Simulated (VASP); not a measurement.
Set up this calculation in VASP 6.6.1, as the native input.

- Task: single point
- Functional: RPBE
- Potentials or basis: VASP PAW PBE potentials, release 64 (Bi_d)
- Cutoff: 520 eV
- k mesh: 12 × 12 × 12
- Occupations: fermi-dirac, width 0.1 eV
- Spin: no spin polarisation
- Dipole correction: no
- Further INCAR settings: ALGO = Normal; EDIFF = 1e-07; NBANDS = 14

The structure of Bi lies in POSCAR:

```
Bi
1.0
   -2.0640551405      2.0640551405      2.0640551405
    2.0640551405     -2.0640551405      2.0640551405
    2.0640551405      2.0640551405     -2.0640551405
Bi
1
Direct
    0.0000000000      0.0000000000      0.0000000000
```

This isn't the form of Bi at room conditions, which is rhombohedral.

These files were run (other wordings do the same):

INCAR

```
SYSTEM = Bi
PREC = Accurate
ENCUT = 520
EDIFF = 1E-7
ISMEAR = -1
SIGMA = 0.1
LREAL = .FALSE.
LASPH = .TRUE.
NELM = 80
ALGO = Normal
ISIF = 2
LWAVE = .FALSE.
LCHARG = .TRUE.
GGA = RP
LELF = .TRUE.
LVHAR = .TRUE.
NBANDS = 14
```

KPOINTS

```
regular mesh
0
G
  12 12 12
  0 0 0
```

Potentials or basis: VASP PAW PBE potentials, release 64 (Bi_d).

Command:

```bash
$ cat potpaw_PBE.64/Bi_d/POTCAR > POTCAR
$ mpirun -np 1 vasp_std > vasp.out
```

It gave:

| Quantity | Value |
| --- | --- |
| Pressure | -3.3 GPa |
| Band gap on the k mesh | none (metal or under the smearing width) |

Caveat: the PAW data sets were made with another functional, which shifts forces and pressure a little; spin-orbit coupling is left out, which moves the levels of the heavy elements.

Wall time 52 s on 1 thread of Intel(R) Xeon(R) Platinum 8375C CPU @ 2.90GHz (Ice Lake), on a shared host, peak memory 0.17 GiB.
